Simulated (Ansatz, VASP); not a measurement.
## MnS: VASP beside Ansatz

INCAR

```
SYSTEM = MnS
  PREC = Accurate
  ENCUT = 520
  EDIFF = 1E-6
  ISMEAR = -1
  SIGMA = 0.05
  LREAL = .FALSE.
  LASPH = .TRUE.
  NELM = 150
  ALGO = Normal
  ISIF = 2
  LWAVE = .FALSE.
  LCHARG = .TRUE.
  ISPIN = 2
  MAGMOM = 4 0
  LORBIT = 11
  LMAXMIX = 4
  LELF = .TRUE.
  LVHAR = .TRUE.
  NBANDS = 20
```

The input KPOINTS:

```
regular mesh
0
G
  9 9 9
  0 0 0
```

File POSCAR:

```
MnS
1.0
    0.0000000000      2.5870196075      2.5870196075
    2.5870196075      0.0000000000      2.5870196075
    2.5870196075      2.5870196075      0.0000000000
Mn S
1 1
Direct
    0.0000000000      0.0000000000      0.0000000000
    0.5000000000      0.5000000000      0.5000000000
```

Contents of input.yaml:

```yaml
crystal:
  lattice:
    - [0.0, 2.5870196075, 2.5870196075]
    - [2.5870196075, 0.0, 2.5870196075]
    - [2.5870196075, 2.5870196075, 0.0]
  atoms:
    - { symbol: Mn, position: [0.0, 0.0, 0.0], spin: 4.0 }
    - { symbol: S, position: [0.5, 0.5, 0.5] }
kpoints:
  mp_grid: { grid: [9, 9, 9] }
scf:
  occupations: { method: fermi_dirac, width: 0.05 }
hamiltonian:
  xc: lda
  pseudopotentials: { kind: all_electron, lapw: { basis_error: 0.001 } }
magnetization:
  spin_polarized: true
output:
  forces: true
  stress: true
  eigenvalues: true
```

Change from the starting cell: volume scaled by 0.98.

Alike in both runs: task single point; functional LDA; k mesh 9 × 9 × 9; occupations fermi-dirac, width 0.05 eV; collinear spin.

```csv
,VASP,Ansatz
version,VASP 6.6.1,Ansatz 0.2.0
potentials or method,"VASP PAW LDA potentials, release 64 (Mn_pv, S)","all-electron LAPW, scalar-relativistic"
plane-wave cutoff (eV),520,see its input
```

Ansatz gave:

```
gap on the k mesh at the Fermi level (eV)                     : none
pressure (GPa)                                                : -11.1
net moment per atom (μB)                                      : 2.25
size of the moment on the site where the two differ most (μB) : 4.23
```

Q: What did VASP give for the same quantities?

A: gap on the k mesh at the Fermi level (eV): none; pressure (GPa): -12.0; net moment per atom (μB): 2.21; size of the moment on the site where the two differ most (μB): 4.01.

Site moments also hang on the region over which each program counts them. A gap of «none» marks a metal or a gap that the smearing closes. Ansatz ran all-electron here, so the differences hold the error of VASP's frozen core and of both bases.

Caveats: a cell with one magnetic atom can't hold antiferromagnetic order, which such compounds often take; semilocal functionals often make such compounds metallic where correlation or magnetic order opens a gap, which also shifts bond lengths.
